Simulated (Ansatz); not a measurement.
Structures of CaB2: which is lowest?

Plane-wave DFT in Ansatz with scalar-relativistic PAW potentials, cutoff 500 eV, Γ-centred meshes chosen by cell and gap, Gaussian smearing with energies taken to zero width. Every cell was relaxed (cell and atoms) in a run of its own, within the symmetry of its start. Functional: r2SCAN.

Relaxed structures (starts from databases or built by putting these elements on another compound's sites):
A. I4/mmm, 3 atoms in the computed cell, a = 5.305 Å, c = 3.133 Å; sites (symmetry × multiplicity) Ca 4/mmm × 2, B -4m2 × 4; start: built
B. P6/mmm, 3 atoms in the computed cell, a = 3.218 Å, c = 4.075 Å; sites (symmetry × multiplicity) Ca 6/mmm × 1, B -6m2 × 2; start: built

Rank them by energy. Could pressure change the order?

| structure | group | E − E(lowest) (meV/atom) | V (Å³/atom) | gap on mesh (eV) |
| --- | --- | --- | --- | --- |
| A | I4/mmm | 0.0 | 14.70 | 0.23 |
| B | P6/mmm | 34 | 12.18 | 0.00 |

A is lowest, 34 meV/atom under B. B is denser by 2.51 Å³/atom, so pressure favours it: ΔE/ΔV, with ΔE in eV and 1 eV/Å³ = 160.2 GPa, gives about 2.1 GPa for equal enthalpy if both cells were rigid, a rough figure since the two compress differently. Other structures may lie lower than all of these, and vibrations aren't counted.